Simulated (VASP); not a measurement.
A run of VASP 6.6.1 is set up as follows.

Contents of INCAR:

```
SYSTEM = ZrC
  PREC = Accurate
  ENCUT = 520
  EDIFF = 1E-8
  ISMEAR = -1
  SIGMA = 0.15
  LREAL = .False.
  LASPH = .True.
  NELM = 100
  ALGO = Normal
  ISIF = 2
  LWAVE = .False.
  LCHARG = .True.
  GGA = PE
  IBRION = 8
  NSW = 1
```

The input KPOINTS:

```
regular mesh
0
Gamma
  16 16 16
  0 0 0
```

Contents of POSCAR:

```
ZrC
1.0
    0.0000000000      2.3545050691      2.3545050691
    2.3545050691      0.0000000000      2.3545050691
    2.3545050691      2.3545050691      0.0000000000
Zr C
1 1
Direct
    0.5000000000      0.5000000000      0.5000000000
    0.0000000000      0.0000000000      0.0000000000
```

Potentials or basis: VASP PAW PBE potentials, release 64 (Zr_sv, C).

The run is started by

```sh
$ cat potpaw_PBE.64/Zr_sv/POTCAR potpaw_PBE.64/C/POTCAR > POTCAR
$ mpirun -np 1 vasp_std > vasp.out
```

Question: Estimate the highest phonon frequency at Γ, LO-TO splitting left out.

Answer: 421 cm⁻¹.

Phonon frequencies in cm⁻¹ (negative: imaginary):
```tsv
q point	frequencies
(0.000, 0.000, 0.000)	0 0 0 421 421 421
```
